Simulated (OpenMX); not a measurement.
## Moving the volume of the cell in HfN

```
Hf N
1.0
     0.00000    2.25600    2.25600
     2.25600    0.00000    2.25600
     2.25600    2.25600    0.00000
Hf N
1 1
Direct
  0.00000 0.00000 0.00000
  0.50000 0.50000 0.50000
```

Kept alike: task single point; functional PBE; k mesh 7 × 7 × 7; occupations fermi-dirac, width 0.05 eV; no spin polarisation. Program: OpenMX, OpenMX 2013 PBE set, Hf7.0-s3p2d2f1, N6.0-s2p2d1, grid cutoff 400 Ry. The mesh is that of the run's cell of 2 atoms. No spin-orbit coupling.

| volume of cell, f (times the cell shown) | pressure (GPa) | free energy over the lowest row (meV/atom) |
| --- | --- | --- |
| 0.88 | 53.95 | 236.85 |
| 0.92 | 34.58 | 111.02 |
| 0.96 | 18.47 | 36.21 |
| 1 | 5.38 | 0.00 |
| 1.04 | -5.01 | 0.08 |
| 1.08 | -13.77 | 27.63 |

Pressure is positive in compression. The cell shown is the unstrained one; x, y and z are its Cartesian axes; atoms keep their fractions. For a metal such a mesh leaves the last digits unconverged.

The pressure falls from 53.95 to -13.77 GPa between 0.88 and 1.08 times the cell shown. The free energy is lowest at 1, and 236.85 meV an atom higher at 0.88.
